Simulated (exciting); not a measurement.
# Ti3Al (P-6m2) in exciting: reference runs

Aim: a first look at Ti3Al with PBEsol, on the cell as given.

All numbers are computed with exciting (release sodium); they aren't measurements. Logs are shortened: lines on timing, memory, paths and dates and some standing lists are left out, and cuts for length are marked.

## (1) The crystal as given

It takes space group P-6m2 (No. 187, hexagonal). Conventional cell: a = 2.928 Å, b = 2.928 Å, c = 9.226 Å, α = 90.00°, β = 90.00°, γ = 120.00°. Ti (site symmetry 3m) has 9 Ti at 2.86 to 2.93 Å and 3 Al at 2.86 Å as nearest neighbours. Around Ti (site symmetry -6m2) lie 12 Ti at 2.86 to 2.93 Å. Al (site symmetry -6m2) is surrounded by 6 Ti at 2.86 Å and 6 Al at 2.93 Å.

The cell comes from a database or a generator and needn't be the stable form of this composition.

## (2) Single point, PBEsol

Input file input.xml:

```xml
<input>
  <title>Ti3Al</title>
  <structure speciespath="./" tshift="false">
    <crystal scale="1">
      <basevect>5.532253019559 0.000000000000 0.000000000000</basevect>
      <basevect>-2.766126509685 4.791071655134 0.000000000000</basevect>
      <basevect>0.000000000000 0.000000000000 17.435297306654</basevect>
    </crystal>
    <species speciesfile="Ti.xml" rmt="2">
      <atom coord="0.333333333300 0.666666666700 0.249406000000"/>
      <atom coord="0.333333333300 0.666666666700 0.750594000000"/>
      <atom coord="0.666666666700 0.333333333300 0.000000000000"/>
    </species>
    <species speciesfile="Al.xml" rmt="2">
      <atom coord="0.666666666700 0.333333333300 0.500000000000"/>
    </species>
  </structure>
  <groundstate do="fromscratch" ngridk="10 10 3" rgkmax="9" gmaxvr="14" lmaxapw="10" lmaxmat="10" lmaxvr="8" xctype="GGA_PBE_SOL" stype="Fermi Dirac" swidth="0.00183747" nempty="26" ValenceRelativity="iora*" epsengy="1e-05" epspot="1e-05" maxscl="60" tforce="true" outputlevel="normal"/>
</input>
```

Potentials or basis: all-electron LAPW+lo, shipped species files, valence relativity iora*.

Launch:

```bash
$ OMP_NUM_THREADS=1 exciting_smp
```

INFO.OUT:

```text
================================================================================
EXCITING SODIUM started
All units are atomic (Hartree, Bohr, etc.)
================================================================================

********************************************************************************
* Ground-state run starting from atomic densities                              *
********************************************************************************

++++++++++++++++++++++++++++++++++++++++++++++++++++++++++++++++++++++++++++++++
+ Starting initialization                                                      +
++++++++++++++++++++++++++++++++++++++++++++++++++++++++++++++++++++++++++++++++

 Lattice vectors (cartesian) :
      5.5322530196      0.0000000000      0.0000000000
     -2.7661265097      4.7910716551      0.0000000000
      0.0000000000      0.0000000000     17.4352973067

 Reciprocal lattice vectors (cartesian) :
      1.1357371554      0.6557181524     -0.0000000000
      0.0000000000      1.3114363047      0.0000000000
      0.0000000000     -0.0000000000      0.3603715610

 Unit cell volume                           :     462.1298889401
 Brillouin zone volume                      :       0.5367543182

 Species :    1 (Ti)
     parameters loaded from                 :    Ti.xml
     name                                   :    titanium
     nuclear charge                         :     -22.00000000
     electronic charge                      :      22.00000000
     atomic mass                            :   87256.20311000
     muffin-tin radius                      :       2.00000000
     # of radial points in muffin-tin       :     350

     atomic positions (lattice) :
       1 :   0.33333333  0.66666667  0.24940600
       2 :   0.33333333  0.66666667  0.75059400
       3 :   0.66666667  0.33333333  0.00000000

 Species :    2 (Al)
     parameters loaded from                 :    Al.xml
     name                                   :    aluminium
     nuclear charge                         :     -13.00000000
     electronic charge                      :      13.00000000
     atomic mass                            :   49184.33493000
     muffin-tin radius                      :       2.00000000
     # of radial points in muffin-tin       :     300

[... 72 lines left out ...]
 Correlation energy                         :        -3.87180490
[... 538 lines left out ...]
 RMS change in effective potential (target) :  0.741555E-08  ( 0.100000E-04)
 Absolute change in total energy   (target) :  0.445763E-06  ( 0.100000E-04)
 Charge distance                   (target) :  0.424529E-08  ( 0.100000E-04)
 Abs. change in max-nonIBS-force   (target) :  0.403278E-06  ( 0.500000E-04)

++++++++++++++++++++++++++++++++++++++++++++++++++++++++++++++++++++++++++++++++
| Convergency criteria checked for the last 2 iterations                       +
| Convergence targets achieved. Performing final SCF iteration                 +
++++++++++++++++++++++++++++++++++++++++++++++++++++++++++++++++++++++++++++++++
 Total energy                               :     -2800.97865876
 _______________________________________________________________
 Fermi energy                               :         0.31307513
 Kinetic energy                             :      2825.19695770
 Coulomb energy                             :     -5484.40193099
 Exchange energy                            :      -137.90119992
 Correlation energy                         :        -3.87248555

 DOS at Fermi energy (states/Ha/cell)       :        90.18387980

 Electron charges :
     core                                   :        34.00000000
     core leakage                           :         0.00136472
     valence                                :        45.00000000
     interstitial                           :         9.61088939
     charge in muffin-tin spheres :
                  atom     1    Ti          :        19.49730037
                  atom     2    Ti          :        19.49730037
                  atom     3    Ti          :        19.50605784
                  atom     4    Al          :        10.88845202
     total charge in muffin-tins            :        69.38911061
     total charge                           :        79.00000000

++++++++++++++++++++++++++++++++++++++++++++++++++++++++++++++++++++++++++++++++
+ Self-consistent loop stopped                                                 +
++++++++++++++++++++++++++++++++++++++++++++++++++++++++++++++++++++++++++++++++
 STATE.OUT is written

--------------------------------------------------------------------------------
- Writing atomic positions and forces                                          -
--------------------------------------------------------------------------------

 Atomic positions (lattice) :
 atom     1  Ti  :     0.33333333    0.66666667    0.24940600
 atom     2  Ti  :     0.33333333    0.66666667    0.75059400
 atom     3  Ti  :     0.66666667    0.33333333    0.00000000
 atom     4  Al  :     0.66666667    0.33333333    0.50000000

 Total atomic forces including IBS (cartesian) :
 atom     1  Ti  :    -0.00000000    0.00000000   -0.00158342
 atom     2  Ti  :    -0.00000000    0.00000000    0.00158342
 atom     3  Ti  :     0.00000000   -0.00000000    0.00000000
 atom     4  Al  :     0.00000000   -0.00000000    0.00000000

 Atomic force components including IBS (cartesian) :
 atom     1  Ti  :     0.00000000   -0.00000000   -0.09938940   HF force
                 :    -0.00000000    0.00000000    0.08905158   core correction
                 :    -0.00000000    0.00000000    0.00875440   IBS correction
 atom     2  Ti  :    -0.00000000    0.00000000    0.09938940   HF force
                 :     0.00000000   -0.00000000   -0.08905158   core correction
                 :    -0.00000000    0.00000000   -0.00875440   IBS correction
 atom     3  Ti  :     0.00000000    0.00000000    0.00000000   HF force
                 :    -0.00000000   -0.00000000    0.00000000   core correction
                 :     0.00000000   -0.00000000    0.00000000   IBS correction
 atom     4  Al  :    -0.00000000   -0.00000000    0.00000000   HF force
                 :     0.00000000    0.00000000    0.00000000   core correction
                 :     0.00000000    0.00000000    0.00000000   IBS correction

********************************************************************************
* Groundstate module stopped                                                   *
********************************************************************************

================================================================================
| EXCITING SODIUM stopped                                                      =
================================================================================
```

Run time: 14 min. Hardware: 1 thread of Arm Neoverse V2, shared host; peak memory 0.21 GiB.

What came out:

```yaml
Free_energy: -76218.5407 eV
Largest_force: 0.081 eV/Å
Band_gap_on_the_k_mesh: none (metal or under the smearing width)
All_electrons_inside_the_program's_atomic_spheres: Ti 19.50, 19.51; Al 10.89 (radii Ti 2.0, Al 2.0 bohr)
```

Forces in eV/Å, atoms in the order of the input:
```
Ti   0.000  0.000 -0.081
Ti   0.000  0.000  0.081
Ti   0.000  0.000  0.000
Al   0.000  0.000  0.000
```

Caveat: the log's total energy holds no entropy term; the free energy is that total less TS from the occupations.
